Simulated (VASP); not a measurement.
Here is a VASP 6.6.1 calculation.

Contents of INCAR:

```
SYSTEM = F
  ALGO = Fast
  EDIFF = 1E-7
  ENCUT = 400
  GGA = PE
  IBRION = 5
  ISIF = 2
  ISMEAR = 0
  ISYM = 0
  IVDW = 12
  LASPH = .True.
  LCHARG = .False.
  LREAL = .False.
  LWAVE = .False.
  NELM = 60
  NFREE = 2
  NSW = 1
  POTIM = 0.015
  PREC = Accurate
  SIGMA = 0.01
```

File KPOINTS:

```
k-points
0
Gamma
  1 1 1
  0 0 0
```

The input POSCAR:

```
F                                       
1.0
   11.8512268750      0.0000000000      0.0000000000
    0.0000000000     12.3512268750      0.0000000000
    0.0000000000      0.0000000000     12.8512268750
  F             
     2
Selective dynamics
Direct
0.5128225170999983  0.5587482883000021  0.4912183261999985  T T T
0.4868078554656727  0.4477978467614522  0.5090279391573285  T T T
```

Potentials or basis: VASP PAW PBE potentials, release 64 (F).

The run is started by

```sh
$ cat potpaw_PBE.64/F/POTCAR > POTCAR
$ mpirun -np 1 vasp_gam > vasp.out
```

(1) Predict the dispersion energy per atom.

(2) Predict the most unstable mode.

(3) Estimate the highest phonon frequency at Γ.

Results:

(1) -0.002 eV.

(2) 42i cm⁻¹.

(3) 1017 cm⁻¹.

Caveat: some modes are imaginary.
